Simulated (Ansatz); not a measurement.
**Axial (c/a) deformation path in SnO₂**

Theory: DFT PBEsol, scalar-relativistic, plane waves, PAW (Ansatz). Cutoff 420 eV, Γ-centred 12×12×12 k-points, Gaussian smearing of 0.05 eV. No spin polarisation. Energies are free energies at this smearing, counted from the undisturbed cell; pressure is positive in compression.

The starting cell (as given, not relaxed at this level; it stands at -5.1 GPa; this form isn't the usual structure):

```yaml
crystal:
  lattice:
    - [1.61709, 0.93363, 4.80059]
    - [-1.61709, 0.93363, 4.80059]
    - [0.00000, -1.86726, 4.80059]
  atoms:
    - { symbol: Sn, position: [0.50000, 0.50000, 0.50000] }
    - { symbol: O, position: [0.23717, 0.23717, 0.23717] }
    - { symbol: O, position: [0.76283, 0.76283, 0.76283] }
```

At fixed volume and fractional coordinates, lengths along (0.000, 0.000, 1.000) are scaled against those across it; ρ is that ratio over its starting value.

```tsv
ρ	ΔE (meV/atom)	pressure (GPa)	gap on the mesh (eV)
0.800	156.7	-16.6	0.23
0.850	93.7	-13.8	0.67
0.920	31.4	-9.7	1.26
0.960	10.3	-7.4	1.58
1.000	0.0	-5.1	1.87
1.050	2.0	-2.4	2.19
1.100	19.9	0.3	2.47
1.200	100.8	5.3	2.90
```